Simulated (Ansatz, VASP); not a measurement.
## AlN in VASP and in Ansatz

```xyz
4
Lattice="3.1130 0.0000 0.0000 -1.5565 2.6959 0.0000 0.0000 0.0000 4.9810" Properties=species:S:1:pos:R:3 pbc="T T T"
Al    0.0000    1.7973    0.0000
Al    1.5565    0.8986    2.4905
N     0.0000    1.7973    1.8928
N     1.5565    0.8986    4.3833
```

Alike in both runs: task relaxation of cell and atoms; functional r2SCAN; k mesh 6 × 6 × 4; no spin polarisation.

```csv
,VASP,Ansatz
version,VASP 6.6.1,Ansatz 0.2.0
potentials or method,"VASP PAW PBE potentials, release 64 (Al, N)","plane waves, PAW"
plane-wave cutoff (eV),600,500
occupations,"gaussian, width 0.01 eV",fixed
valence electrons in the cell,16,16
```

```tsv
	VASP	Ansatz	Ansatz less VASP
relaxed volume (Å³/atom)	10.39	10.40	+0.016
relaxed cell length with the largest relative difference (Å)	3.105	3.107	+0.0022
```

Caveats: the PAW data sets were made with another functional, which shifts forces and pressure a little (VASP). r2SCAN opens gaps a little over a GGA but as a rule still falls short of measured ones.
